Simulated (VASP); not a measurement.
Write the native input for VASP 6.6.1 that does the following.

```yaml
Task: single point
Functional: PBE
Dispersion: D3(BJ)
Potentials_or_basis: VASP PAW PBE potentials, release 64 (O, H, C, N)
Cutoff: 520 eV
k_mesh: 1 × 1 × 1
Occupations: fermi-dirac, width 0.02 eV
Spin: no spin polarisation
Dipole_correction: no
Further_INCAR_settings: LREAL = Auto; ALGO = Normal; EDIFF = 1e-06; NBANDS = 61
```

The structure of H19C2NO8 lies in POSCAR:

```
H19C2NO8
1.0
    6.8894190000      0.0000000000      0.0000000000
    0.0000000000      6.8894190000      0.0000000000
    0.0000000000      0.0000000000      6.8894190000
O H C N
8 19 2 1
Direct
    0.8417255504      0.2315289577      0.1279933765
    0.4490944737      0.3543985349      0.8305489911
    1.0425262275      0.8330746032      0.1318979148
    0.1903353534      0.8013447868      0.5216259891
    0.3930665271      0.7287697264      0.9517638570
   -0.1750655607      0.2229070405      0.7151981902
    0.4652787122      0.0955378095      0.1240888383
    0.2147931487      0.1920771548      0.5277222941
    0.8629464981      0.2616330927     -0.0131796310
    0.9214855418      0.1225067019      0.1443953402
    0.4584711715      0.2658859913      0.9491511548
    0.5749686585      0.3374159708      0.7761902709
    0.9368569396      0.7854508486      0.0560424616
    1.0463291607      0.7705294162      0.2598477462
    0.2252729875      0.7555644387      0.6494451854
    0.2071292224      0.9447676212      0.5370409319
    0.2590203905      0.7476827872      1.0085756143
    0.4062897031      0.5857387974      0.9332427016
   -0.0577697481      0.2800961881      0.6546560748
   -0.1427115988      0.0819082132      0.7284358812
    0.6059436942      0.1382264600      0.1160475216
    0.4633627306     -0.0361714101      0.0725460304
    0.2894293408      0.2455214293      0.6344656930
    0.2955546759      0.1871710808      0.4061010079
    0.7485972329      0.6846586047      0.2971658423
    0.6416070789      0.5071400070      0.4274816207
    0.5004195564      0.7323404194      0.3843139748
    0.6440456009      0.6665583847      0.4190629137
    0.7288277865      0.7329500499      0.5964799064
    0.8027527430      0.8004158261      0.7314404887
```

The cell was built by a generator and needn't be a form met in nature.

One way to write it, as run:

INCAR

```
SYSTEM = H19C2NO8
  PREC = Accurate
  ENCUT = 520
  EDIFF = 1E-6
  ISMEAR = -1
  SIGMA = 0.02
  LREAL = Auto
  LASPH = .TRUE.
  NELM = 100
  ALGO = Normal
  ISIF = 2
  LWAVE = .FALSE.
  LCHARG = .TRUE.
  GGA = PE
  IVDW = 12
  LELF = .TRUE.
  LVHAR = .TRUE.
  NBANDS = 61
```

KPOINTS

```
regular mesh
0
G
  1 1 1
  0 0 0
```

Potentials or basis: VASP PAW PBE potentials, release 64 (O, H, C, N).

Run with:

```bash
$ cat potpaw_PBE.64/O/POTCAR potpaw_PBE.64/H/POTCAR potpaw_PBE.64/C/POTCAR potpaw_PBE.64/N/POTCAR > POTCAR
$ mpirun -np 1 vasp_gam > vasp.out
```

It gave:

```
Pressure                   : -0.2 GPa
Largest force              : 2.606 eV/Å
Band gap on the k mesh     : 4.66 eV, direct
Dispersion energy per atom : -0.035 eV
```

Caveat: the standard files for N, O and F lose accuracy on very short bonds.

Wall time 93 s on 1 thread of Intel(R) Xeon(R) Platinum 8375C CPU @ 2.90GHz (Ice Lake) (shared host), peak memory 0.34 GiB.
